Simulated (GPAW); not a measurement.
A run of GPAW 26.7.0 is set up as follows.

File run.py:

```python
from ase import Atoms
from ase.dft.bandgap import bandgap
from ase.io import write
from ase.units import GPa
from gpaw import GPAW, PW

atoms = Atoms(['Zr', 'C'],
              cell=[[0.0, 2.365, 2.365],
                    [2.365, 0.0, 2.365],
                    [2.365, 2.365, 0.0]],
              scaled_positions=[[0.5, 0.5, 0.5],
                                [0.0, 0.0, 0.0]],
              pbc=True)

calc = GPAW(mode=PW(800),
            xc='PBE',
            kpts={'size': (10, 10, 10), 'gamma': True},
            occupations={'name': 'methfessel-paxton', 'order': 0, 'width': 0.026000000000000002},
            nbands=18,
            convergence={'density': 1e-05, 'energy': 1e-05},
            maxiter=150,
            txt='gpaw.txt')
atoms.calc = calc
energy = atoms.get_potential_energy()
forces = atoms.get_forces()
stress = atoms.get_stress()
calc.write('gs.gpw')
write('result.traj', atoms)
print(f'Energy: {energy:.6f} eV')
print('Forces (eV/A):')
print(forces.round(4))
print('Stress (GPa):', (stress / GPa).round(3))
print('Fermi level:', round(calc.get_fermi_level(), 4), 'eV')
print(f'Gap: {bandgap(calc)[0]:.4f} eV, direct: {bandgap(calc, direct=True)[0]:.4f} eV')
```

Potentials or basis: GPAW PAW data sets (gpaw-data 1.2.1), pw.

Launch:

```console
$ OMP_NUM_THREADS=1 python run.py
```

Q: Estimate the band gap on the k mesh.

A: None (metal or under the smearing width).

Q: Estimate the pressure.

A: -3.9 GPa.
